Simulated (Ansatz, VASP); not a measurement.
Cd in VASP and in Ansatz

```
CELL_PARAMETERS angstrom
-3.36318 2.80501 1.51508
2.80501 -3.36318 1.51508
2.45051 2.45051 -2.53736
ATOMIC_POSITIONS crystal
Cd 0.98830 0.01170 0.00000
Cd 0.76170 0.23830 0.50000
```

Alike in both runs: task single point; functional LDA; k mesh 17 × 17 × 13; occupations fermi-dirac, width 0.1 eV; no spin polarisation.

|  | VASP | Ansatz |
| --- | --- | --- |
| version | VASP 6.6.1 | Ansatz 0.2.0 |
| potentials or method | VASP PAW LDA potentials, release 64 (Cd) | plane waves (420 eV) with PAW, scalar-relativistic |
| plane-wave cutoff (eV) | 520 | 420 |
| valence electrons in the cell | 24 | 40 |

```tsv
	VASP	Ansatz	Ansatz less VASP
pressure (GPa)	13.9	12.5	-1.37
largest component of the traceless stress (GPa)	3.95	3.44	-0.509
```

The two sets of potentials don't hold the same shells in valence. Ansatz warned: «pseudo_functional_mismatch».
